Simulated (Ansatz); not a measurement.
Co

The cell (2 atoms) is Co as an experimental structure (space group Fm-3m, primitive cell doubled). The computed pressure is over 10 GPa in size, so the cell is far from the computed equilibrium volume. Source: COD entry 9011621; it may be a high-temperature, high-pressure or metastable form.

```
Co
1.0
     0.00000   -1.79450   -1.79450
    -3.58900   -1.79450   -1.79450
     0.00000    1.79450   -1.79450
Co
2
Direct
  0.00000 0.00000 0.00000
  0.00000 0.50000 0.50000
```

Atoms are numbered from 1 in the order listed.

Computed with DFT, PBE, PAW, plane waves, scalar-relativistic (Ansatz).

```yaml
plane_wave_cutoff: 420 eV
k_point_mesh: 13×8×10 (Γ-centred)
occupations: Fermi–Dirac smearing, 0.05 eV
```

The total moment includes the space between the atomic spheres.

The mesh has less symmetry than the lattice, which lowers the symmetry of the run.

This multiple of the primitive cell fits some opposed orders; other multiples fit others. Only collinear orders within this cell were tried; the true ground state may need a larger cell.

Plain SCF: the run stops at the first self-consistent solution.

Q: The cell was converged 13 times from various starts and settings. Describe the lowest state found.

A: Ferromagnetic, site moments Co1 -1.77, Co2 -1.77 μB, total -3.38 μB per cell, no gap on the k-mesh.

Q: How much higher is the free energy without spin polarisation?

A: 253 meV/atom (0.51 eV per cell); the unpolarised solution has no gap on the mesh and a pressure of -22.3 GPa against -10.6 GPa.

Q: Where does this start end: opposed moments +-, plain SCF [Co1 3.00, Co2 -3.00 μB]?

A: It converges in 31 iterations to a state 253 meV/atom above the lowest: non-magnetic, no gap on the k-mesh.
